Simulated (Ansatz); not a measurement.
Moving the pressure in NiO

The cell as given:

```
Ni O
1.0
     0.00000    2.08590    2.08590
     2.08590    0.00000    2.08590
     2.08590    2.08590    0.00000
Ni O
1 1
Direct
  0.00000 0.00000 0.00000
  0.50000 0.50000 0.50000
```

Kept alike: task relaxation of cell and atoms; functional PBEsol; k mesh 11 × 11 × 11; occupations fermi-dirac, width 0.05 eV; collinear spin, ferromagnetic start. Program: Ansatz, all-electron LAPW, scalar-relativistic. The mesh is that of the run's cell of 2 atoms. No spin-orbit coupling.

| run | volume (Å³/atom) | largest site moment (μB) |
| --- | --- | --- |
| A | 7.983 | 0.33 |
| B | 8.540 | 1.06 |
| C | 7.754 | 0.33 |
| D | 8.362 | 1.00 |
| E | 8.736 | 1.11 |

The relaxations keep at least the cell's symmetry (Fm-3m). The measured crystal is an antiferromagnetic insulator; a metallic or parallel state is the runs' own. The runs follow the start's structure, whether or not it is the stable one at these pressures. The runs hold the magnetic state that their start led to, which needn't be the lowest. Site moments count inside each atom's sphere or projector.

Question: The runs differ in the pressure alone: 0; 5; 10; 20; 30 GPa. Which run is which?

Answer: Run A is 20 GPa; run B is 5 GPa; run C is 30 GPa; run D is 10 GPa; run E is 0 GPa. The volume falls from 8.736 to 7.754 Å³/atom between 0 and 30 GPa. At the pressures aimed at, which the runs meet within some tenths of a GPa, the step from 0 to 5 GPa gives a mean bulk modulus near 220 GPa, the last step 344 GPa. The largest site moment falls from 1.11 to 0.33 μB between 0 and 30 GPa.
